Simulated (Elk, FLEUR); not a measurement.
An Elk input for a self-consistent single point of BeO (P6_3mc, 8 atoms in the cell) (DFT, PBE, all-electron FP-LAPW, Elk's shipped species files, APW+lo basis with extra local orbitals):

```
tasks
  0

xctype
  20

rgkmax
  8.0

gmaxvr
  14.0

nxlo
  2

lorbcnd
  .true.

lmaxi
  2

stype
  0

swidth
  0.00999582

avec
    5.1847738397   -0.0000000700    0.0000000000
   -2.5923868592    4.4901458931    0.0000000000
    0.0000000000    0.0000000000   16.9736202069

atoms
  2   : nspecies
  'Be.in'   : spfname
  4   : natoms; atposl, bfcmt below
  0.0000000000  0.0000000000  0.0000000000    0.0 0.0 0.0
  0.0000000000  0.0000000000  0.5000000000    0.0 0.0 0.0
  0.6666666667  0.3333333333  0.7501800000    0.0 0.0 0.0
  0.3333333333  0.6666666667  0.2501800000    0.0 0.0 0.0
  'O.in'   : spfname
  4   : natoms; atposl, bfcmt below
  0.0000000000  0.0000000000  0.8121600000    0.0 0.0 0.0
  0.0000000000  0.0000000000  0.3121600000    0.0 0.0 0.0
  0.6666666667  0.3333333333  0.5632900000    0.0 0.0 0.0
  0.3333333333  0.6666666667  0.0632900000    0.0 0.0 0.0

ngridk
  7 7 2
```

Question: Translate this input to FLEUR.

Answer: One input that does it (others would too):

Input of the input generator:

```
BeO FLAPW
&input film=f /
5.1847738397 -0.0000000700 0.0000000000
-2.5923868592 4.4901458931 0.0000000000
0.0000000000 0.0000000000 16.9736202069
1.0
1.0 1.0 1.0

8
4 0.0000000000 0.0000000000 0.0000000000
4 0.0000000000 0.0000000000 0.5000000000
4 0.6666666667 0.3333333333 0.7501800000
4 0.3333333333 0.6666666667 0.2501800000
8 0.0000000000 0.0000000000 0.8121600000
8 0.0000000000 0.0000000000 0.3121600000
8 0.6666666667 0.3333333333 0.5632900000
8 0.3333333333 0.6666666667 0.0632900000

&comp jspins=1 /
&kpt div1=7 div2=7 div3=2 gamma=t /
&end /
```

```xml
<?xml version="1.0" encoding="UTF-8" standalone="no"?>
<fleurInput fleurInputVersion="0.39">
   <comment>
      BeO FLAPW                                                                                           
   </comment>
   <calculationSetup>
      <cutoffs Kmax="4.1" Gmax="12.3" GmaxXC="12.3" numbands="0"/>
      <scfLoop itmax="60" minDistance="0.00001" maxIterBroyd="40" imix="Anderson" alpha="0.05" precondParam="0.0" spinf="2.0"/>
      <coreElectrons ctail="T" frcor="F" kcrel="0" coretail_lmax="0"/>
      <xcFunctional name="pbe" relativisticCorrections="F"/>
      <magnetism jspins="1"/>
      <soc l_soc="F" theta="0.0" phi="0.0" spav="F"/>
      <expertModes spex="0" secvar="F"/>
      <geometryOptimization l_f="T" forcealpha="1.0" forcemix="BFGS" epsdisp="0.00001" epsforce="0.00001"/>
      <ldaU l_linMix="F" mixParam="0.05" spinf="1.0"/>
   </calculationSetup>
   <cell>
      <bzIntegration valenceElectrons="32.0" mode="gauss" fermiSmearingEnergy="0.00999582">
         <kPointListSelection listName="default-1"/>
         <!-- k-points included here -->
         <xi:include xmlns:xi="http://www.w3.org/2001/XInclude" href="kpts.xml"> </xi:include>
      </bzIntegration>
      <!-- symmetry operations included here -->
      <xi:include xmlns:xi="http://www.w3.org/2001/XInclude" href="sym.xml"> </xi:include>
      <bulkLattice scale="1.0">
         <bravaisMatrix>
            <row-1>    5.1847738397000001    -0.0000000700000000     0.0000000000000000</row-1>
            <row-2>   -2.5923868591999999     4.4901458931000002     0.0000000000000000</row-2>
            <row-3>    0.0000000000000000     0.0000000000000000    16.9736202069000015</row-3>
         </bravaisMatrix>
      </bulkLattice>
   </cell>
   <atomSpecies>
      <species name="Beryllium (Be)" element="Be" atomicNumber="4">
         <mtSphere radius="1.48" gridPoints="513" logIncrement="0.019"/>
         <atomicCutoffs lmax="6" lnonsphr="4"/>
         <electronConfig flipSpins="F">
            <coreConfig>(1s1/2)</coreConfig>
            <valenceConfig>(2s1/2)</valenceConfig>
         </electronConfig>
         <energyParameters s="2" p="2" d="3" f="4"/>
      </species>
      <species name="Oxygen (O)" element="O" atomicNumber="8">
         <mtSphere radius="1.48" gridPoints="513" logIncrement="0.021"/>
         <atomicCutoffs lmax="6" lnonsphr="4"/>
         <electronConfig flipSpins="F">
            <coreConfig>(1s1/2)</coreConfig>
            <valenceConfig>(2s1/2) (2p1/2) (2p3/2)</valenceConfig>
            <stateOccupation state="(2p1/2)" spinUp="0.6666666666667" spinDown="0.6666666666667"/>
            <stateOccupation state="(2p3/2)" spinUp="1.3333333333333" spinDown="1.3333333333333"/>
         </electronConfig>
         <energyParameters s="2" p="2" d="3" f="4"/>
      </species>
   </atomSpecies>
   <atomGroups>
      <atomGroup species="Beryllium (Be)">
         <relPos label="                   1">.0000000000 .0000000000 .0000000000</relPos>
         <relPos label="                   2">.0000000000 .0000000000 1.000/2.000</relPos>
         <force calculate="T" relaxXYZ="TTT"/>
      </atomGroup>
      <atomGroup species="Beryllium (Be)">
         <relPos label="                   3">-1.000/3.000 1.000/3.000 -.2498200000</relPos>
         <relPos label="                   4">1.000/3.000 -1.000/3.000 .2501800000</relPos>
         <force calculate="T" relaxXYZ="TTT"/>
      </atomGroup>
      <atomGroup species="Oxygen (O)">
         <relPos label="                   5">.0000000000 .0000000000 -.1878400000</relPos>
         <relPos label="                   6">.0000000000 .0000000000 .3121600000</relPos>
         <force calculate="T" relaxXYZ="TTT"/>
      </atomGroup>
      <atomGroup species="Oxygen (O)">
         <relPos label="                   7">-1.000/3.000 1.000/3.000 -.4367100000</relPos>
         <relPos label="                   8">1.000/3.000 -1.000/3.000 .0632900000</relPos>
         <force calculate="T" relaxXYZ="TTT"/>
      </atomGroup>
   </atomGroups>
   <output dos="F" band="F" slice="F">
      <checks vchk="F" cdinf="F"/>
      <bandDOS minEnergy="-.5*Htr" maxEnergy="0.5*Htr" sigma="0.015" storeEVData="T"/>
      <vacuumDOS vacdos="F" integ="F" star="F" nstars="0" locx1="0.0" locy1="0.0" locx2="0.0" locy2="0.0" nstm="0" tworkf="0.0"/>
      <unfoldingBand unfoldBand="F" supercellX="1" supercellY="1" supercellZ="1"/>
      <plotting iplot="0" polar="F">
         <plot TwoD="T" vec1="  1.0  0.0  0.0" vec2="  0.0  1.0  0.0" vec3="  0.0  0.0  1.0" zero="  0.0  0.0  0.0" file="plot"/>
      </plotting>
      <chargeDensitySlicing numkpt="0" minEigenval="0.0" maxEigenval="0.0" nnne="0" pallst="F"/>
      <specialOutput eonly="F"/>
      <magneticCircularDichroism mcd="F" energyLo="-10.0" energyUp="0.0"/>
   </output>
  <!-- We include the file relax.xml here to enable relaxations (see documentation) -->
  <xi:include xmlns:xi="http://www.w3.org/2001/XInclude" href="relax.xml"> <xi:fallback/> </xi:include>
</fleurInput>
```

Basis, cutoffs, solver keys and any potentials are the target program's own. This input uses DFT, PBE, all-electron FLAPW (FLEUR), scalar-relativistic valence.

The starting cell was generated: these elements placed on a structure prototype, without a prior relaxation; it need not be a known phase or ordering of this composition. Its lattice was rescaled by a random factor within 2.5 % of one.
